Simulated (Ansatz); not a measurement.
# Pressure against volume: Eu

```yaml
crystal:
  lattice:
    - [-2.24380, 2.24380, 2.24380]
    - [2.24380, -2.24380, 2.24380]
    - [2.24380, 2.24380, -2.24380]
  atoms:
    - { symbol: Eu, position: [0.00000, 0.00000, 0.00000] }
```

The cell is the one relaxed in the Materials Project (mp-20071), not relaxed further here; entries there can be hypothetical.

Semilocal functionals without a Hubbard term describe localised f shells poorly; where the shell is localised, the real material differs.

Other magnetic orders may lie lower; this is the state that the run reached.

No spin–orbit coupling, which matters for the heavy atoms here.

Methods: DFT, PBEsol, all-electron LAPW, scalar-relativistic (Ansatz 0.2.0); DFT, PBEsol, PAW with Ansatz's default frozen-core files, scalar-relativistic (Ansatz 0.2.0).

For LAPW: a Γ-centred 10×10×10 k mesh, Fermi–Dirac smearing of 0.05 eV, basis error target 1 meV/atom, spin-polarised from start moments Eu 7 μB. PAW takes a cutoff of 420 eV at this cell (files made with PBE, cores remade for this functional). The Ansatz runs share mesh, smearing and spin set-up. Plane-wave (PAW) pressures include the program's estimate of the Pulay term.

The cell above is scaled evenly, with fractional coordinates and shape held.

```json
{"V/V(cell)": "0.9500", "V (Å³/atom)": "42.928", "P, LAPW (GPa)": "-1.50", "P, PAW (GPa)": "-1.57", "moment, LAPW (μB)": "7.33", "free energy over the lowest listed, PAW (meV/atom)": "0.0"}
{"V/V(cell)": "0.9750", "V (Å³/atom)": "44.057", "P, LAPW (GPa)": "-1.75", "P, PAW (GPa)": "-1.81", "moment, LAPW (μB)": "7.35", "free energy over the lowest listed, PAW (meV/atom)": "11.9"}
{"V/V(cell)": "1.0000", "V (Å³/atom)": "45.187", "P, LAPW (GPa)": "-1.97", "P, PAW (GPa)": "-2.03", "moment, LAPW (μB)": "7.36", "free energy over the lowest listed, PAW (meV/atom)": "25.5"}
{"V/V(cell)": "1.0250", "V (Å³/atom)": "46.317", "P, LAPW (GPa)": "?", "P, PAW (GPa)": "?", "moment, LAPW (μB)": "?", "free energy over the lowest listed, PAW (meV/atom)": "?"}
{"V/V(cell)": "1.0500", "V (Å³/atom)": "47.446", "P, LAPW (GPa)": "-2.34", "P, PAW (GPa)": "-2.39", "moment, LAPW (μB)": "7.39", "free energy over the lowest listed, PAW (meV/atom)": "56.7"}
```

Problem. Fill in the row V/V(cell) = 1.0250.

Solution. P, LAPW (GPa) = -2.17, P, PAW (GPa) = -2.22, moment, LAPW (μB) = 7.38, free energy over the lowest listed, PAW (meV/atom) = 40.5.
